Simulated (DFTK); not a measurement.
Ni under changes of volume

One of the cells (10.492 Å³/atom); the others are scaled copies at fixed shape and fractional positions:

```
Ni
1.0
     0.00000    1.73757    1.73757
     1.73757    0.00000    1.73757
     1.73757    1.73757    0.00000
Ni
1
Cartesian
  0.0000 0.0000 0.0000
```

* Program: DFTK 0.8.2
* Functional: PBEsol
* Potentials or basis: PseudoDojo 0.4 stringent (PBEsol)
* Cutoff: 1415 eV
* k mesh: 8 × 8 × 8
* Occupations: fermi-dirac, width 0.05 eV
* Spin: collinear spin, ferromagnetic start
* Starting moments: [1.0] μB

```csv
volume (Å³/atom),energy over the lowest point (meV/atom),pressure (GPa)
9.862,?,?
10.072,7.06,7.9
10.282,0.27,2.7
10.492,0.00,-2.0
10.702,5.55,-6.2
10.912,16.25,-9.9
11.122,31.52,-13.2
```

Problem. What does the run at 9.862 Å³/atom give?

Solution. Energy over the lowest point 21.22 meV/atom; pressure 13.9 GPa.

Worked out: A Birch-Murnaghan fit of order 3 (a polynomial in V^(-2/3)) to the other rows has its minimum at 10.39 Å³/atom with B0 = V·E''(V) = 231 GPa and B' = 4.9. It gives 21.22 meV/atom at 9.862 Å³/atom, against the run's 21.22, and -dE/dV = 13.8 GPa, against 13.9.

Energies are extrapolated to zero smearing.

Caveats: all runs use coarse meshes.
